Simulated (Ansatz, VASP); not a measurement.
## Se in VASP and in Ansatz

Contents of INCAR:

```
SYSTEM = Se
PREC     = Accurate       ! precision mode
ENCUT    = 520            ! plane-wave cutoff, eV
EDIFF    = 1E-8           ! SCF threshold, eV
ISMEAR   = -1             ! smearing method
SIGMA    = 0.03           ! smearing width, eV
LREAL    = .FALSE.        ! projectors in reciprocal space
LASPH    = .TRUE.         ! aspherical terms in the spheres
NELM     = 60             ! most SCF steps
ALGO     = Normal         ! electronic algorithm
ISIF     = 2              ! what is computed and relaxed
LWAVE    = .FALSE.        ! write WAVECAR
LCHARG   = .FALSE.        ! write CHGCAR
GGA      = PS             ! functional
LEFG     = .TRUE.       
NBANDS   = 16             ! bands
```

KPOINTS

```
regular mesh
0
G
  6 6 5
  0 0 0
```

POSCAR

```
Se
1.0
    4.3661999489      0.0436619995      0.0436619995
   -2.1452875738      3.7594090740      0.0159814010
    0.0495360000      0.0495360000      4.9536000000
Se
3
Direct
    0.2254000000      0.0000000000      0.3333333333
    0.0000000000      0.2254000000      0.6666666667
    0.7746000000      0.7746000000      0.0000000000
```

Input for Ansatz:

```yaml
crystal:
  lattice:
    - [4.3661999489, 0.0436619995, 0.0436619995]
    - [-2.1452875738, 3.759409074, 0.015981401]
    - [0.049536, 0.049536, 4.9536]
  atoms:
    - { symbol: Se, position: [0.2254, 0.0, 0.3333333333] }
    - { symbol: Se, position: [0.0, 0.2254, 0.6666666667] }
    - { symbol: Se, position: [0.7746, 0.7746, 0.0] }
kpoints:
  mp_grid: { grid: [6, 6, 5] }
scf:
  occupations: { method: fermi_dirac, width: 0.03 }
hamiltonian:
  xc: pbesol
  pseudopotentials: { kind: paw }
output:
  forces: true
  stress: true
  eigenvalues: true
  efg: { contact_densities: true }
  write_density: true
  write_potential: true
  elf: true
  volumetric_format: npy
```

Change from the starting cell: equal xy, yz and zx shear strains of +2 %, PAW files.

Alike in both runs: task electric field gradients; functional PBEsol; k mesh 6 × 6 × 5; occupations fermi-dirac, width 0.03 eV; no spin polarisation.

|  | VASP | Ansatz |
| --- | --- | --- |
| version | VASP 6.6.1 | Ansatz 0.2.0 |
| potentials or method | VASP PAW PBE potentials, release 64 (Se) | PAW with Ansatz's default frozen-core files, scalar-relativistic |
| plane-wave cutoff (eV) | 520 | 420 |
| valence electrons in the cell | 18 | 48 |

|  | VASP | Ansatz | Ansatz less VASP |
| --- | --- | --- | --- |
| pressure (GPa) | 0.5 | 0.3 | -0.19 |
| largest component of the traceless stress (GPa) | 1.34 | 1.32 | -0.020 |
| rms of the force components (eV/Å) | 0.277 | 0.255 | -0.0219 |
| Vzz of the field gradient on the site that differs most (V/Å²) | -498.5 | -516.8 | -18.31 |

Atom by atom the forces differ by 0.027 eV/Å (rms over components). The two sets of potentials don't hold the same shells in valence.

Caveats: the PAW data sets were made with another functional, which shifts forces and pressure a little (VASP); an odd mesh through Γ misses points on the zone boundary, where band edges often lie.
